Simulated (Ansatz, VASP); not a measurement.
# HgSe (d3) in VASP and in Ansatz

```
Hg Se
1.0
     0.00000    3.08637    3.08637
     3.08637    0.00000    3.08637
     3.08637    3.08637    0.00000
Hg Se
1 1
Cartesian
  0.0000 0.0000 0.0000
  1.5432 1.5432 1.5432
```

Alike in both runs: functional PBE; dispersion D3(BJ); k mesh 12 × 12 × 12; occupations gaussian, width 0.1 eV; no spin polarisation.

Ansatz relaxed the structure, and its values are those at the end. VASP's run is a single point on that final structure, the one shown.

|  | VASP | Ansatz |
| --- | --- | --- |
| version | VASP 6.6.1 | Ansatz 0.2.0 |
| potentials or method | VASP PAW PBE potentials, release 64 (Hg, Se) | scalar-relativistic, plane waves, PAW |
| plane-wave cutoff (eV) | 520 | 420 |
| valence electrons in the cell | 18 | 36 |

Ansatz gave:

```
gap on the k mesh at the Fermi level (eV) : none
pressure (GPa)                            : 0.0
```

Problem. Estimate VASP's values.

Solution. gap on the k mesh at the Fermi level (eV): none; pressure (GPa): 0.2.

A gap of «none» marks a metal or a gap that the smearing closes. With one functional, cell and mesh, what is left measures potentials, basis and numerics. The two sets of potentials don't hold the same shells in valence.

Caveats: pairwise dispersion overbinds metals, which lowers pressure and volume. Spin-orbit coupling is left out, which matters for the levels of Hg.
